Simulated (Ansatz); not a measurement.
# What SnTe (F-43m) distorts into, part 2 of 3

Wanted: the energy along a soft mode of SnTe (F-43m) and the structure at the end.

Ansatz 0.2.0; DFT PBEsol, scalar-relativistic, plane waves, PAW; PAW set soft_1.

So far, highest frequency on the path or at a solved wavevector (cm⁻¹): step 2 (phonons on a q mesh) 120. Also lowest frequency on the path (cm⁻¹): step 2 -37.4.

## (4) The mode frozen in, largest atomic shift 0.6 Å

The atoms are moved along the unstable eigenvector, the largest shift by 0.6 Å, with the cell fixed.

Contents of input.yaml:

```yaml
crystal:
  lattice:
    - [0.0, 0.0, -7.0833920494]
    - [7.0833920494, 0.0, 0.0]
    - [3.5416960247, -7.0833920494, -3.5416960247]
  atoms:
    - { symbol: Sn, position: [0.7734288732, 0.2734288732, 0.5] }
    - { symbol: Sn, position: [0.2265711268, 0.7265711268, 0.5] }
    - { symbol: Sn, position: [0.5234288732, 0.4765711268, 0.0] }
    - { symbol: Sn, position: [-0.0234288732, 0.0234288732, 0.0] }
    - { symbol: Te, position: [0.375, 0.375, 0.75] }
    - { symbol: Te, position: [0.875, 0.875, 0.75] }
    - { symbol: Te, position: [0.1673525901, 0.6673525901, 0.1652948198] }
    - { symbol: Te, position: [0.5826474099, 0.0826474099, 0.3347051802] }
kpoints:
  mp_grid: { grid: [6, 6, 6] }
hamiltonian:
  xc: pbesol
  pseudopotentials: { kind: paw, azcp: { folder: soft_1 }, xc_functional: pbe }
scf:
  occupations: { method: methfessel_paxton, width: 0.2 }
output:
  forces: true
  stress: true
  eigenvalues: true
```

The run is started by

```
$ ansatz run input.yaml --threads 4 --pin off --max-ram 10240MiB --backend cpu --events-out ev --progress --plain --runs-dir out
```

Numbers of over 12 decimals in the logs are rounded to 6 here.

The program printed:

```text
[...]
Crystal: 8 atoms, lattice volume = 355.405 Å³
Basis set: ecut = 420 eV, 7019 PW (Γ), exchange–correlation on 96×96×120 points (8 copies of the dense FFT grid, shifted against one another)
Bands: 72, of which v1, the nominal top of the filled ones, is band 60 counted from 1 (59 counted from 0)
Symmetry: 8 space group operations
[...]
k-points: 30 of 216 (time reversal used)
[...]
k-point 0: bands = [... 56 lower, 3.5719, 4.6242, 5.0770, 5.1618, 5.1618, 6.3902, 6.4233, 6.8069, ... 8 higher]
  k-point 1: bands = [... 56 lower, 3.7927, 4.6010, 5.0178, 5.0178, 5.0822, 6.2212, 6.2756, 6.2819, ... 8 higher]
  k-point 2: bands = [... 56 lower, 4.1483, 4.5400, 4.6809, 4.6809, 5.1099, 5.7006, 5.9485, 6.1300, ... 8 higher]
  k-point 29: bands = [... 56 lower, 3.7896, 3.8208, 4.3318, 4.4500, 6.5152, 6.7123, 6.8699, 6.9413, ... 8 higher]
[key lines of the parts left out:]
SCF converged after 11 iterations
Free energy (F): -51405.278195 eV
Fermi energy:    5.154988 eV
P = ⅓ Tr σ = -1.0798 GPa (-10.798 kbar)
```

Elapsed: 8.6 s, on 4 threads of Intel Xeon 6975P-C (Granite Rapids), shared host; peak memory 1.1 GiB.

This step gave:

| Item | Value |
| --- | --- |
| pressure | -1.080 GPa |
| energy from the undistorted cell | -13.06 meV/atom |

The energy, extrapolated to zero smearing, is -13.06 meV/atom against the undistorted cell.

The run ends at a pressure of -1.08 GPa, with forces up to 0.12 eV/Å.

## (5) Energy along the mode, all amplitudes (two of the runs are shown above)

An imaginary frequency means negative curvature, so the energy should fall and then rise again as anharmonic terms take over.

This step gave:

```yaml
depth_at_the_lowest_point_sampled: 13.06 meV/atom
largest_atomic_shift_at_that_point: 0.6 Å
```

The energy from the parent by largest atomic shift:

```
largest atomic shift (Å)  energy from the parent (meV/atom)
                   0.000                                  0
                   0.040                             -0.149
                   0.080                              -0.59
                   0.140                              -1.76
                   0.220                              -4.10
                   0.320                              -7.75
                   0.450                              -12.0
                   0.600                              -13.1
```

Displacement at unit largest shift by atom:

```
atom  x (Å)  y (Å)  z (Å)  size
 Sn1   0.28   0.00  -0.28  0.39
 Sn2  -0.28   0.00   0.28  0.39
 Sn3  -0.28   0.00  -0.28  0.39
 Sn4   0.28   0.00   0.28  0.39
 Te5   0.00   0.00   0.00  0.00
 Te6   0.00   0.00   0.00  0.00
 Te7   0.00   1.00   0.00  1.00
 Te8   0.00  -1.00   0.00  1.00
```

The lowest of the steps tried is the last one, at 0.6 Å, 13.1 meV/atom below the parent; the bottom of the well need not coincide with a step.

## (6) Relaxation from the frozen mode

Starting from the lowest point found, all atoms and the cell are let go, so that strain and other modes of the same symmetry can join in.

Changes to input.yaml since step 4:

```diff
@@ -25 +25,6 @@
   eigenvalues: true
+relax:
+  adjacent_minimum: "off"
+  f_tol: 0.002
+  max_steps: 120
+  cell: { stress_tol: 0.03 }
```

The program printed:

```text
[...]
Crystal: 8 atoms, lattice volume = 355.405 Å³
Basis set: ecut = 420 eV, 7019 PW (Γ), exchange–correlation on 96×96×120 points (8 copies of the dense FFT grid, shifted against one another)
Bands: 72, of which v1, the nominal top of the filled ones, is band 60 counted from 1 (59 counted from 0)
Symmetry: 8 space group operations
[...]
k-points: 30 of 216 (time reversal used)
[...]
SCF iter   1: F=—  HF=-51405.491629 eV  |F-HF|=—  |Δ(HF+E_count)|=         —  Δρ=1.25e-2  dr2=1.01e0  ethr=3.10e-3  ⟨swp⟩=7.0  Hψ=8185  notcnv=0
[...]
SCF iter  11: F=-51405.278195 eV  HF=-51405.278195 eV  |F-HF|=4.75e-8  |Δ(HF+E_count)|=   6.18e-7  S|Δr|=    0.00e0  Δρ=2.34e-6  dr2=4.11e-8  ethr=8.33e-11  ⟨swp⟩=13.6  Hψ=10730  notcnv=0
SCF 1 converged in 11 iterations: F = -51405.278195 eV  dr2 = 4.11e-8
[...]
relax step   1: F+E_penalty+E_count = -51405.27819533 eV  Δ(F+E_penalty+E_count) = +0.000e0 eV  max|allowed force component| = 8.808e-2 eV/Å  Δτ_max = 0.0000 Å  P = -1.080 GPa  Ω = 355.405 Å³  (11 SCF iters, dr2 threshold 1.00e-7 eV, accepted)
Crystal: 8 atoms, lattice volume = 338.241 Å³
Basis set: ecut = 420 eV, 6611 PW (Γ), exchange–correlation on 96×96×120 points (8 copies of the dense FFT grid, shifted against one another)
[...]
SCF iter   8: F=-51405.358288 eV  HF=-51405.358288 eV  |F-HF|=3.93e-8  |Δ(HF+E_count)|=   5.94e-7  S|Δr|=    0.00e0  Δρ=4.75e-6  dr2=2.34e-7  ethr=6.67e-10  ⟨swp⟩=7.8  Hψ=9473  notcnv=0
SCF 2 converged in 8 iterations: F = -51405.358288 eV  dr2 = 2.34e-7
[...]
relax step   2: F+E_penalty+E_count = -51405.35828816 eV  Δ(F+E_penalty+E_count) = -8.009e-2 eV  max|allowed force component| = 8.587e-2 eV/Å  Δτ_max = 0.0270 Å  P = +0.263 GPa  Ω = 338.241 Å³  energy of the carried Pulay correction = +1.479e-3 eV  (8 SCF iters, dr2 threshold 8.00e-7 eV, accepted)
Crystal: 8 atoms, lattice volume = 329.413 Å³
Basis set: ecut = 420 eV, 6449 PW (Γ), exchange–correlation on 96×96×120 points (8 copies of the dense FFT grid, shifted against one another)
[...]
SCF iter   6: F=-51405.437784 eV  HF=-51405.437784 eV  |F-HF|=6.90e-8  |Δ(HF+E_count)|=   4.23e-7  S|Δr|=    0.00e0  Δρ=4.86e-6  dr2=1.61e-7  ethr=6.67e-10  ⟨swp⟩=9.2  Hψ=10224  notcnv=0
SCF 3 converged in 6 iterations: F = -51405.437784 eV  dr2 = 1.61e-7
[...]
relax step   3: F+E_penalty+E_count = -51405.43778371 eV  Δ(F+E_penalty+E_count) = -7.950e-2 eV  max|allowed force component| = 9.331e-2 eV/Å  Δτ_max = 0.0759 Å  P = +0.400 GPa  Ω = 329.413 Å³  energy of the carried Pulay correction = +2.289e-3 eV  (6 SCF iters, dr2 threshold 8.00e-7 eV, accepted)
[... from here on, the SCF cycles and remarks between the steps are left out ...]
relax step   4: F+E_penalty+E_count = -51405.55438696 eV  Δ(F+E_penalty+E_count) = -1.166e-1 eV  max|allowed force component| = 8.881e-2 eV/Å  Δτ_max = 0.0764 Å  P = +0.501 GPa  Ω = 320.236 Å³  energy of the carried Pulay correction = +3.171e-3 eV  (6 SCF iters, dr2 threshold 8.00e-7 eV, accepted)
relax step   5: F+E_penalty+E_count = -51405.80334493 eV  Δ(F+E_penalty+E_count) = -2.490e-1 eV  max|allowed force component| = 2.777e-2 eV/Å  Δτ_max = 0.1025 Å  P = +0.049 GPa  Ω = 311.569 Å³  energy of the carried Pulay correction = +4.043e-3 eV  (6 SCF iters, dr2 threshold 8.00e-7 eV, accepted)
relax step   6: F+E_penalty+E_count = -51406.00433118 eV  Δ(F+E_penalty+E_count) = -2.010e-1 eV  max|allowed force component| = 1.476e-1 eV/Å  Δτ_max = 0.0746 Å  P = +1.046 GPa  Ω = 293.068 Å³  energy of the carried Pulay correction = +6.047e-3 eV  (6 SCF iters, dr2 threshold 8.00e-7 eV, accepted)
relax step   7: F+E_penalty+E_count = -51406.07673956 eV  Δ(F+E_penalty+E_count) = -7.241e-2 eV  max|allowed force component| = 1.261e-1 eV/Å  Δτ_max = 0.0911 Å  P = +0.136 GPa  Ω = 295.938 Å³  energy of the carried Pulay correction = +5.722e-3 eV  (6 SCF iters, dr2 threshold 8.00e-7 eV, accepted)
relax step   8: F+E_penalty+E_count = -51406.08218797 eV  Δ(F+E_penalty+E_count) = -5.448e-3 eV  max|allowed force component| = 6.239e-2 eV/Å  Δτ_max = 0.0255 Å  P = +0.117 GPa  Ω = 296.644 Å³  energy of the carried Pulay correction = +5.643e-3 eV  (5 SCF iters, dr2 threshold 8.00e-7 eV, accepted)
relax step   9: F+E_penalty+E_count = -51406.08494167 eV  Δ(F+E_penalty+E_count) = -2.754e-3 eV  max|allowed force component| = 1.836e-2 eV/Å  Δτ_max = 0.0179 Å  P = -0.004 GPa  Ω = 298.123 Å³  energy of the carried Pulay correction = +5.479e-3 eV  (5 SCF iters, dr2 threshold 2.43e-7 eV, accepted)
relax step  10: F+E_penalty+E_count = -51406.08464830 eV  Δ(F+E_penalty+E_count) = +2.934e-4 eV  max|allowed force component| = 1.070e-2 eV/Å  Δτ_max = 0.0151 Å  P = -0.040 GPa  Ω = 299.864 Å³  energy of the carried Pulay correction = +5.287e-3 eV  (6 SCF iters, dr2 threshold 2.11e-8 eV, rejected (line search))
relax step  11: F+E_penalty+E_count = -51406.08527134 eV  Δ(F+E_penalty+E_count) = -3.297e-4 eV  max|allowed force component| = 1.184e-3 eV/Å  Δτ_max = 0.0076 Å  P = +0.006 GPa  Ω = 298.686 Å³  energy of the carried Pulay correction = +5.417e-3 eV  (8 SCF iters, accepted)
relax step  12: F+E_penalty+E_count = -51406.09500685 eV  Δ(F+E_penalty+E_count) = -9.736e-3 eV  max|allowed force component| = 1.214e-3 eV/Å  Δτ_max = 0.0000 Å  P = +0.082 GPa  Ω = 298.686 Å³  stress off target by 2.47e-1 GPa  SCF on the basis re-selected at this cell (its energy is not comparable with the rows above)  (7 SCF iters)
relax step  13: F+E_penalty+E_count = -51406.09651421 eV  Δ(F+E_penalty+E_count) = -1.507e-3 eV  max|allowed force component| = 6.727e-3 eV/Å  Δτ_max = 0.0055 Å  P = +0.016 GPa  Ω = 299.091 Å³  energy of the carried Pulay correction = -3.827e-5 eV  (5 SCF iters, dr2 threshold 1.53e-7 eV, accepted)
relax step  14: F+E_penalty+E_count = -51406.09656273 eV  Δ(F+E_penalty+E_count) = -4.852e-5 eV  max|allowed force component| = 4.595e-3 eV/Å  Δτ_max = 0.0011 Å  P = -0.006 GPa  Ω = 299.233 Å³  energy of the carried Pulay correction = -5.216e-5 eV  (5 SCF iters, dr2 threshold 6.99e-9 eV, accepted)
relax step  15: F+E_penalty+E_count = -51406.09657241 eV  Δ(F+E_penalty+E_count) = -9.683e-6 eV  max|allowed force component| = 2.974e-4 eV/Å  Δτ_max = 0.0007 Å  P = +0.000 GPa  Ω = 299.207 Å³  energy of the carried Pulay correction = -4.947e-5 eV  (5 SCF iters, dr2 threshold 1.32e-9 eV, accepted)
[...]
SCF iter   5: F=-51406.096624 eV  HF=-51406.096624 eV  |F-HF|=2.18e-11  |Δ(HF+E_count)|=  5.82e-11  S|Δr|=    0.00e0  Δρ=5.23e-8  dr2=1.88e-11  ethr=1.00e-12  ⟨swp⟩=11.6  Hψ=12415  notcnv=0
SCF 16 converged in 5 iterations: F = -51406.096624 eV  dr2 = 1.88e-11
relax step  16: F+E_penalty+E_count = -51406.09662443 eV  Δ(F+E_penalty+E_count) = -5.202e-5 eV  max|allowed force component| = 2.914e-4 eV/Å  Δτ_max = 0.0000 Å  P = +0.000 GPa  Ω = 299.207 Å³  stress off target by 5.71e-4 GPa  SCF on the basis re-selected at this cell (its energy is not comparable with the rows above)  (5 SCF iters)
[...]
SCF converged after 5 iterations
[...]
Free energy (F): -51406.096624 eV
[...]
Internal energy: -51406.108255 eV  (E = F + TS)
E sigma→0 (E₀):  -51406.099532 eV
Entropy (-TS):   0.011630 eV (1.454 meV/atom)
Fermi energy:    6.802184 eV
Step filling:    the computed levels leave a gap of 0.0236 eV = 0.1 smearing widths at the electron count; against every level under it full and every level over it empty, smearing changes F+E_penalty+E_count by +4.600 meV and its σ→0 estimate by +1.692 meV
[...]
--- Forces (eV/Å), atoms counted from 1 ---
  atom   1  Sn     0.00003213     0.00029140    -0.00003213
  atom   2  Sn    -0.00003213     0.00029140     0.00003213
  atom   3  Sn    -0.00003213    -0.00029140    -0.00003213
  atom   4  Sn     0.00003213    -0.00029140     0.00003213
  atom   5  Te     0.00000000     0.00000000     0.00000000
  atom   6  Te     0.00000000     0.00000000     0.00000000
  atom   7  Te     0.00000000    -0.00025814     0.00000000
  atom   8  Te     0.00000000     0.00025814     0.00000000
  max |Σ_I F_I| component: 3.30e-17 eV/Å
--- Stress (GPa, compression-positive) ---
        0.000269       0.000000       0.000000
        0.000000       0.000571       0.000000
        0.000000       0.000000       0.000269
  P = ⅓ Tr σ = 0.0004 GPa (0.004 kbar)
--- Band table (eV; the first three rows and the last of 30) ---
  k-point 0: bands = [... 56 lower, 5.9370, 5.9370, 6.3893, 6.3893, 6.7606, 7.5826, 8.0315, 8.5092, ... 8 higher]
  k-point 1: bands = [... 56 lower, 5.8343, 5.8343, 6.2627, 6.2627, 6.9821, 7.3794, 8.0042, 8.6640, ... 8 higher]
  k-point 2: bands = [... 56 lower, 5.6032, 5.9341, 6.0503, 6.0503, 7.0891, 7.3986, 7.8760, 8.3676, ... 8 higher]
  k-point 29: bands = [... 56 lower, 5.6648, 5.8796, 6.3410, 6.4649, 7.9809, 8.4435, 8.6082, 9.1086, ... 8 higher]
--- Relaxed structure (14 steps of the walk, 13 accepted, 2 SCFs on fresh bases) ---
  F+E_penalty+E_count = -51406.09662443 eV   max|allowed force component| = 2.914e-4 eV/Å   (the final SCF, on the basis selected at the relaxed cell)
  cell:  # Å, volume = 299.2071 Å³
    - [0.0, 0, -5.948896]
    - [5.948896, 0.0, 0.0]
    - [2.974448, -8.454719, -2.974448]
  atoms:
    - { symbol: Sn, position: [0.799216, 0.299216, 0.507851] }
    - { symbol: Sn, position: [0.192933, 0.692933, 0.507851] }
    - { symbol: Sn, position: [0.557067, 0.450784, -0.00785147] }
    - { symbol: Sn, position: [-0.049216, 0.057067, -0.00785147] }
    - { symbol: Te, position: [0.375000, 0.375000, 0.750000] }
    - { symbol: Te, position: [0.875, 0.875, 0.750000] }
    - { symbol: Te, position: [0.174591, 0.674591, 0.150818] }
    - { symbol: Te, position: [0.575409, 0.075409, 0.349182] }
```

It took 2.2 min on 4 threads; peak memory 1.2 GiB; 8.5 min of CPU time.

(Continued in part 3 of 3.)

[Logs are printed without paths, hosts, clocks, repeated set-up lines and the standing remarks that a program may print on its own settings, such as how far it seeks lower states.]

[Hosts, paths, dates, database ids (printed as entryN), source tags and the programs' standing remarks are cut or masked in the printed files.]
